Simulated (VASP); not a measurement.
# Cu in VASP: relaxation of the atoms with LDA

Aim: the relaxation of the atoms of Cu with LDA.

Everything below comes from runs of VASP 6.6.1. Logs are shortened: lines on timing, memory, paths and dates and some standing lists are left out, and cuts for length are marked.

### 1 The structure

The cell holds a slab with vacuum, 9 atoms: a = 2.491 Å, b = 2.491 Å, c = 31.272 Å, α = 90.00°, β = 90.00°, γ = 60.00°.

The cell was built by a generator and needn't be a form met in nature.

### 2 Relaxation of the atoms, LDA

INCAR

```
ALGO = Normal ; EDIFF = 1E-7
EDIFFG = -0.01 ; ENCUT = 520
GGA = CA ; IBRION = 2
ISIF = 2 ; ISMEAR = 1
KPAR = 8 ; LASPH = T
LCHARG = F ; LREAL = F
LWAVE = F ; NELM = 60
NSW = 40 ; PREC = Accurate
SIGMA = 0.2
```

KPOINTS

```
k-points
0
Gamma
  18 18 1
```

POSCAR

```
Cu
1.0
    2.4911371901      0.0000000000      0.0000000000
    1.2455685951      2.1573880910      0.0000000000
    0.0000000000      0.0000000000     31.2720399868
Cu
9
Direct
    0.3333333333      0.3333333333      0.2398308522
    0.6666666667      0.6666666667      0.3048731391
    0.0000000000      0.0000000000      0.3699154261
    0.3333333333      0.3333333333      0.4349577130
    0.6666666667      0.6666666667      0.5000000000
    0.0000000000      0.0000000000      0.5650422870
    0.3333333333      0.3333333333      0.6300845739
    0.6666666667      0.6666666667      0.6951268609
    0.0000000000      0.0000000000      0.7601691478
```

Potentials or basis: VASP PAW LDA potentials, release 64 (Cu).

Run with:

```bash
$ cat potpaw_LDA.64/Cu/POTCAR > POTCAR
$ mpirun -np 8 vasp_std > vasp.out
```

OUTCAR:

```text
EDIFF = 1E-7
   EDIFFG = -0.01
   ENCUT = 520
   GGA = CA
   IBRION = 2
   ISIF = 2
   ISMEAR = 1
   LASPH = T
   LREAL = F
   NELM = 60
   NSW = 40
   PREC = Accurate

 ion  position               nearest neighbor table
   1  0.333  0.333  0.240-   2 2.49   2 2.49   2 2.49
   2  0.667  0.667  0.305-   1 2.49   1 2.49   1 2.49   3 2.49   3 2.49   3 2.49
   3  0.000  0.000  0.370-   4 2.49   4 2.49   4 2.49   2 2.49   2 2.49   2 2.49
   4  0.333  0.333  0.435-   3 2.49   3 2.49   3 2.49   5 2.49   5 2.49   5 2.49
   5  0.667  0.667  0.500-   4 2.49   6 2.49   4 2.49   6 2.49   6 2.49   4 2.49
   6  0.000  0.000  0.565-   7 2.49   7 2.49   7 2.49   5 2.49   5 2.49   5 2.49
   7  0.333  0.333  0.630-   6 2.49   6 2.49   6 2.49   8 2.49   8 2.49   8 2.49
   8  0.667  0.667  0.695-   9 2.49   9 2.49   9 2.49   7 2.49   7 2.49   7 2.49
   9  0.000  0.000  0.760-   8 2.49   8 2.49   8 2.49

  LATTYP: Found a hexagonal cell.
 ALAT       =     2.4911371902
 C/A-ratio  =    12.5533190665

  Lattice vectors:

 A1 = (  -1.2455685951,  -2.1573880910,   0.0000000000)
 A2 = (   2.4911371901,   0.0000000000,   0.0000000000)
 A3 = (   0.0000000000,   0.0000000000,  31.2720399868)

Analysis of symmetry for initial positions (statically):
=====================================================================
 Subroutine PRICEL returns:
 Original cell was already a primitive cell.

 Routine SETGRP: Setting up the symmetry group for a
 hexagonal supercell.

 Subroutine GETGRP returns: Found 12 space group operations
 (whereof  6 operations were pure point group operations)
 out of a pool of 24 trial point group operations.

The static configuration has the point symmetry C_3v.
 The point group associated with its full space group is D_3d.

Analysis of symmetry for dynamics (positions and initial velocities):
=====================================================================
 Subroutine PRICEL returns:
 Original cell was already a primitive cell.

 Routine SETGRP: Setting up the symmetry group for a
 hexagonal supercell.

 Subroutine GETGRP returns: Found 12 space group operations
 (whereof  6 operations were pure point group operations)
 out of a pool of 24 trial point group operations.

The dynamic configuration has the point symmetry C_3v.
 The point group associated with its full space group is D_3d.

 Subroutine INISYM returns: Found 12 space group operations
 (whereof  6 operations are pure point group operations),
 and found     1 'primitive' translations

----------------------------------------------------------------------------------------

                                     Primitive cell

  volume of cell :     168.0669

  direct lattice vectors                    reciprocal lattice vectors
     2.491137190  0.000000000  0.000000000     0.401423095 -0.231761732  0.000000000
     1.245568595  2.157388091  0.000000000     0.000000000  0.463523463  0.000000000
     0.000000000  0.000000000 31.272039987     0.000000000  0.000000000  0.031977447

  length of vectors
     2.491137190  2.491137190 31.272039987     0.463523463  0.463523463  0.031977447

  position of ions in fractional coordinates (direct lattice)
     0.333333333  0.333333333  0.239830852
     0.666666667  0.666666667  0.304873139
     0.000000000  0.000000000  0.369915426
     0.333333333  0.333333333  0.434957713
     0.666666667  0.666666667  0.500000000
     0.000000000  0.000000000  0.565042287
     0.333333333  0.333333333  0.630084574
     0.666666667  0.666666667  0.695126861
     0.000000000  0.000000000  0.760169148

  ion indices of the primitive-cell ions
   primitive index   ion index
                 1           1
                 2           2
                 3           3
                 4           4
                 5           5
                 6           6
                 7           7
                 8           8
                 9           9

----------------------------------------------------------------------------------------

 KPOINTS: k-points

Automatic generation of k-mesh.
 Grid dimensions read from file:
 generate k-points for:   18   18    1

 Generating k-lattice:

  Cartesian coordinates                     Fractional coordinates (reciprocal lattice)
     0.022301283 -0.012875652  0.000000000     0.055555556 -0.000000000  0.000000000
     0.000000000  0.025751304  0.000000000     0.000000000  0.055555556  0.000000000
     0.000000000  0.000000000  0.031977447     0.000000000  0.000000000  1.000000000

  Length of vectors
     0.025751304  0.025751304  0.031977447

  Shift w.r.t. Gamma in fractional coordinates (k-lattice)
     0.000000000  0.000000000  0.000000000

 Subroutine IBZKPT returns following result:
 ===========================================

 Found     37 irreducible k-points:

 Following reciprocal coordinates:
            Coordinates               Weight
  0.000000  0.000000  0.000000      1.000000
  0.055556 -0.000000  0.000000      6.000000
  0.111111 -0.000000  0.000000      6.000000
  0.166667 -0.000000  0.000000      6.000000
  0.222222 -0.000000  0.000000      6.000000
  0.277778 -0.000000  0.000000      6.000000
[... 16 lines left out ...]
  0.444444  0.111111  0.000000     12.000000
  0.500000  0.111111  0.000000     12.000000
 [... further k-points ...]
   k-points           NKPTS =     37   k-points in BZ     NKDIM =     37   number of bands    NBANDS=     59
   number of dos      NEDOS =    301   number of ions     NIONS =      9
   total plane-waves  NPLWV =  96000
   dimension x,y,z NGX =    20 NGY =   20 NGZ =  240
   dimension x,y,z NGXF=    40 NGYF=   40 NGZF=  480
   ions per type =               9
   NGX,Y,Z   is equivalent  to a cutoff of  13.35, 13.35, 12.76 a.u.
   NGXF,Y,Z  is equivalent  to a cutoff of  26.69, 26.69, 25.52 a.u.
 SYSTEM =  unknown system
   PREC   = accura    normal or accurate (medium, high low for compatibility)
   ISTART =      0    job   : 0-new  1-cont  2-samecut
   ICHARG =      2    charge: 1-file 2-atom 10-const
   ISPIN  =      1    spin polarized calculation?
   LNONCOLLINEAR =      F non collinear calculations
   LSORBIT =      F    spin-orbit coupling
   LASPH  =      T    aspherical Exc in radial PAW
   ENCUT  =  520.0 eV  38.22 Ry    6.18 a.u.   4.63  4.63 58.15*2*pi/ulx,y,z
   NELM   =     60;   NELMIN=  2; NELMDL= -5     # of ELM steps
   EDIFF  = 0.1E-06   stopping-criterion for ELM
   LREAL  =      F    real-space projection
   EDIFFG = -.1E-01   stopping-criterion for IOM
   NSW    =     40    number of steps for IOM
   IBRION =      2    ionic relax: 0-MD 1-quasi-New 2-CG
   NFREE  =      1    steps in history (QN), initial steepest desc. (CG)
   ISIF   =      2    stress and relaxation
   ISYM   =      2    0-nonsym 1-usesym 2-fastsym
   POTIM  = 0.5000    time-step for ionic-motion
   TEBEG  =    0.0;   TEEND  =   0.0 temperature during run
   PSTRESS=    0.0 pullay stress
   NELECT =      99.0000    total number of electrons
   NUPDOWN=      -1.0000    fix difference up-down
   EMIN   =  10.00;   EMAX   =-10.00  energy-range for DOS
   EFERMI =   0.00;   METHOD = LEGACY
   ISMEAR =     1;   SIGMA  =   0.20  broadening in eV -4-tet -1-fermi 0-gaus
   EFERMI_NEDOS =   21; number of points for ismear=-14 and -15
   IALGO  =     38    algorithm
   IMIX   =      4    mixing-type and parameters
     AMIX     =   0.40;   BMIX     =  1.00
     AMIX_MAG =   1.60;   BMIX_MAG =  1.00
  volume/ion in A,a.u.               =      18.67       126.02
  Fermi-wavevector in a.u.,A,eV,Ry     =   1.372332  2.593331 25.623785  1.883295
  Thomas-Fermi vector in A             =   2.497949
   LORBIT       =      0    0 simple, 1 ext, 2 COOP (PROOUT), +10 PAW based schemes
   GGA     = CA    functional components
   LHFCALC =     F    Hartree Fock is set to
   AEXX    =    0.0000 exact exchange contribution
   IVDW    =     0    specifies the selected vdW correction
   LEPSILON=     F    determine dielectric tensor
   LRPA    =     F    only Hartree local field effects (RPA)
 conjugate gradient relaxation of ions
 non-spin polarized calculation
 Methfessel and Paxton  Order N= 1 SIGMA  =   0.20
  energy-cutoff  :      520.00
  volume of cell :      168.07
 maximum number of plane-waves:      4570
   NGX =  9   NGY =  9   NGZ =117

--------------------------------------- Ionic step        1  -------------------------------------------

 number of electron      99.0000010 magnetization

 Free energy of the ion-electron system (eV)
  ---------------------------------------------------
  ext. energy  EPLUGINS =         0.00000000
  ---------------------------------------------------
  free energy    TOTEN  =       -41.17000197 eV

  energy without entropy =      -41.16328548  energy(sigma->0) =      -41.16776314

------------------------ aborting loop because EDIFF is reached ----------------------------------------

  FORCE on cell =-STRESS in cart. coord.  units (eV):
  Direction    XX          YY          ZZ          XY          YZ          ZX
  --------------------------------------------------------------------------------------
  -------------------------------------------------------------------------------------
  Total       -1.4812907     -1.4812907     -0.7676936     -0.0000000      0.0000000     -0.0000000
  in kB      -14.1211068    -14.1211068     -7.3184034     -0.0000000      0.0000000     -0.0000000
  external PRESSURE =     -11.8535390 kB  Pullay stress =       0.0000000 kB
[... 110 lines left out ...]
  FREE ENERGIE OF THE ION-ELECTRON SYSTEM (eV)
  ---------------------------------------------------
  free  energy   TOTEN  =       -41.1715288811 eV

  energy  without entropy=      -41.1649700182  energy(sigma->0) =      -41.16934259

[... ionic steps 4 to 7 ...]

--------------------------------------- Ionic step        8  -------------------------------------------

 number of electron      99.0000008 magnetization

------------------------ aborting loop because EDIFF is reached ----------------------------------------
[... 81 lines left out ...]
--------------------------------------- Ionic step       10  -------------------------------------------

 number of electron      99.0000008 magnetization

 Free energy of the ion-electron system (eV)
  ---------------------------------------------------
  ext. energy  EPLUGINS =         0.00000000
  ---------------------------------------------------
  free energy    TOTEN  =       -41.17223688 eV

  energy without entropy =      -41.16574227  energy(sigma->0) =      -41.17007201

 E-fermi :   2.7796     XC(G=0):  -8.5366

 val. band max:        2.7759694009   @ k =   0.3889   0.1667   0.0000
 cond. band min:       2.7833688716   @ k =   0.3889   0.1111   0.0000
 fundamental gap:      0.0073994707
 Fermi energy:         2.7795564942

 k-point     1 :       0.0000    0.0000    0.0000
  band No.  band energies     occupation
      1      -7.0889      2.00000
      2      -6.7709      2.00000
      3      -6.2534      2.00000
      4      -5.5463      2.00000
      5      -4.7196      2.00000
      6      -3.8909      2.00000
[... 1477 lines left out ...]
     58       8.8941      0.00000
     59       9.4795      0.00000

 [... further k-points ...]
[... 5 lines left out ...]
  --------------------------------------------------------------------------------------
  -------------------------------------------------------------------------------------
  Total       -1.1724085     -1.1724085     -0.0366965     -0.0000000     -0.0000000     -0.0000000
  in kB      -11.1765410    -11.1765410     -0.3498270     -0.0000000     -0.0000000     -0.0000000
  external PRESSURE =      -7.5676363 kB  Pullay stress =       0.0000000 kB
[... 24 lines left out ...]
  FREE ENERGIE OF THE ION-ELECTRON SYSTEM (eV)
  ---------------------------------------------------
  free  energy   TOTEN  =       -41.1722368780 eV

  energy  without entropy=      -41.1657422731  energy(sigma->0) =      -41.17007201

 reached required accuracy - stopping structural energy minimisation
```

It took 6 min on 8 MPI ranks of AMD EPYC 9R45 (Zen 5), shared host; peak memory 0.44 GiB.

Results:

* Free energy: -41.1722 eV
* Energy gained by relaxing: 0.2 meV/atom
* Ionic steps: 10
* Largest force after relaxing: 0.006 eV/Å
* Band gap on the k mesh: none (metal or under the smearing width)

Forces on the atoms (eV/Å):
```
Cu   0.000  0.000  0.004
Cu   0.000  0.000 -0.006
Cu   0.000  0.000  0.002
Cu   0.000  0.000 -0.002
Cu   0.000  0.000  0.000
Cu   0.000  0.000  0.002
Cu   0.000  0.000 -0.002
Cu   0.000  0.000  0.006
Cu   0.000  0.000 -0.004
```

The path:
```tsv
step	energy change (eV)	largest force (eV/Å)	pressure (GPa)
1	0.0000	0.0968	-1.19
2	-0.0009	0.0665	-1.13
3	-0.0015	0.0498	-1.04
4	-0.0019	0.0290	-1.01
5	-0.0020	0.0195	-0.98
6	-0.0020	0.0118	-0.97
7	-0.0021	0.0183	-0.96
8	-0.0021	0.0162	-0.94
9	-0.0022	0.0103	-0.89
10	-0.0022	0.0058	-0.76
```

Final structure:
```xyz
9
Lattice="2.4911 0.0000 0.0000 1.2456 2.1574 0.0000 0.0000 0.0000 31.2720" Properties=species:S:1:pos:R:3 pbc="T T T"
Cu    1.2456    0.7191    7.5355
Cu    2.4911    1.4383    9.5493
Cu    3.7367    2.1574   11.5735
Cu    1.2456    0.7191   13.6026
Cu    2.4911    1.4383   15.6360
Cu    0.0000    0.0000   17.6694
Cu    1.2456    0.7191   19.6986
Cu    2.4911    1.4383   21.7227
Cu    1.2456    2.1574   23.7365
```

Levels at points of the mesh, in eV from the Fermi level:
```csv
k point,band 47,band 48,band 49,band 50,band 51,band 52,band 53,band 54
"(0.00, 0.00, 0.00)",-2.01,-1.86,-1.86,-1.74,-1.74,-1.72,-1.72,-0.78
"(0.50, 0.00, 0.00)",-0.25,0.31,0.75,1.05,1.25,1.37,1.52,1.52
```
